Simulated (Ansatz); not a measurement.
**ZnGeP2, response to strain**

Base system: ZnGeP2 in the chalcopyrite structure (space group I-42d, No. 122; a = 5.424 Å, c = 10.710 Å).

Strains are applied to the cell and any free atomic positions relax.

Method: PBEsol, PAW, 420 eV (Ansatz, a quantum-chemistry and plane-wave program; no spin-orbit coupling).

Notes on the quantities. energy relative to the base: free energy F.

| isotropic strain (%) | energy relative to the base (meV/atom) |
|---|---|
| -3 | 46.2 |
| -2.25 | 25.3 |
| -1.5 | 10.9 |
| -0.75 | ? |
| 0 | 0.0 |

**Question.** Fit ΔE = Aε² + Bε³ (ε in %) to the rows shown and predict the withheld row.

**Answer.** Least squares on the printed values gives A = 4.57 and B = -0.19 meV/atom (largest residual 0.0 meV/atom); this predicts 2.7 meV/atom, and the run gives 2.7 meV/atom, in agreement.

Whether these cells are dynamically stable was not tested.
